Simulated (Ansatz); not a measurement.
How settings move the G0W0 gap of AlAs (zincblende)

AlAs in the zincblende structure, relaxed with r2SCAN; one-shot G0W0 in Ansatz without spin-orbit coupling. The values are computed, spin-unpolarised, and not measurements.

```cif
data_structure
_symmetry_space_group_name_H-M 'F-43m'
_symmetry_Int_Tables_number 216
_cell_length_a 5.6778
_cell_length_b 5.6778
_cell_length_c 5.6778
_cell_angle_alpha 90.000
_cell_angle_beta 90.000
_cell_angle_gamma 90.000
_cell_volume 183.04
loop_
_atom_site_label
_atom_site_type_symbol
_atom_site_symmetry_multiplicity
_atom_site_Wyckoff_symbol
_atom_site_fract_x
_atom_site_fract_y
_atom_site_fract_z
_atom_site_occupancy
Al1 Al 4 a 0.00000 0.00000 0.00000 1
As1 As 4 d 0.25000 0.25000 0.75000 1
```

Gaps are read over the mesh points alone. G0W0 here is at a finite number of bands, screening cutoff and k mesh, not at the basis limit.

| start | potentials | frequency model | mesh | empty bands | screening cutoff (eV) | Kohn-Sham gap (eV) | G0W0 gap (eV) |
| --- | --- | --- | --- | --- | --- | --- | --- |
| PBE | PAW | contour deformation | 6×6×6 | 103 | 100 | 1.46 | 2.04 |
| PBE | PAW | contour deformation | 6×6×6 | 250 | 180 | 1.46 | 2.16 |
| PBE | PAW | contour deformation | 6×6×6 | 486 | 260 | 1.46 | 2.20 |
| HSE06 | PAW | contour deformation | 6×6×6 | 250 | 180 | 2.09 | 2.46 |
| r2SCAN | PAW | contour deformation | 6×6×6 | 250 | 180 | 1.81 | 2.32 |
| PBE0 | PAW | contour deformation | 6×6×6 | 250 | 180 | 2.75 | 2.63 |
| PBE | PAW | Godby-Needs pole | 6×6×6 | 250 | 180 | 1.46 | 2.10 |
| PBE | PAW | contour deformation | 8×8×8 | 74 | 80 | 1.46 | 1.98 |
| PBE | norm-conserving | contour deformation | 6×6×6 | 250 | 180 | 1.45 | 2.16 |

The quasiparticle gap on this mesh is 2.20 eV (Γ to X), against 1.46 eV from PBE: +0.74 eV. Renormalisation factors Z lie between 0.74 and 0.79.

Raising bands and cutoff together moves the gap by +0.12 eV (100 to 180 eV), then +0.04 eV (180 to 260 eV); the last step is still large, so the basis limit isn't reached. Starting from HSE06 (2.09 eV against PBE's 1.46 eV) gives 2.46 eV, +0.30 eV from G0W0@PBE at the same screening cutoff. Starting from r2SCAN (1.81 eV against PBE's 1.46 eV) gives 2.32 eV, +0.16 eV from G0W0@PBE at the same screening cutoff. Starting from PBE0 (2.75 eV against PBE's 1.46 eV) gives 2.63 eV, +0.47 eV from G0W0@PBE at the same screening cutoff. The Godby-Needs plasmon pole differs from contour deformation by -0.06 eV. Norm-conserving potentials (wave cutoff 1143 eV against 420 eV) shift the quasiparticle gap by 0.00 eV and the PBE gap by -0.01 eV. r2SCAN runs take a wave cutoff of 500 eV.
